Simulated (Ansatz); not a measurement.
LiI:
```
LiI
1.0
    0.00000     3.00978     3.00978
    3.00978     0.00000     3.00978
    3.00978     3.00978     0.00000
Li I
1 1
Cartesian
  0.00000   0.00000   0.00000
  3.00978   3.00978   3.00978
```

DFT-PBE in the program Ansatz with PAW potentials gives a gap of 4.24 eV without spin–orbit coupling, maximum on the K–Γ line, 76 % of the way from K, minimum at Γ.

Q: What happens when spin–orbit coupling is switched on?

A: The gap falls by 0.33 eV, to 3.91 eV; maximum at Γ, minimum at Γ.

Q: Give the electron effective mass with spin–orbit coupling.

A: 0.29 mₑ (isotropic).

Q: Give the hole effective mass with spin–orbit coupling, band 1 of 2 at the edge.

A: 1.0 along [100], 2.5 along [110], 3.9 along [111] (mₑ).

Q: Give the hole effective mass with spin–orbit coupling, band 2 of 2 at the edge.

A: 0.45 along [100], 0.36 along [110], 0.34 along [111] (mₑ).

Space group Fm-3m (rock salt). The cell was relaxed with PBE under the symmetry of its start; phonons on a q-mesh show no instability.

Potentials: the later of the program's two PAW sets.
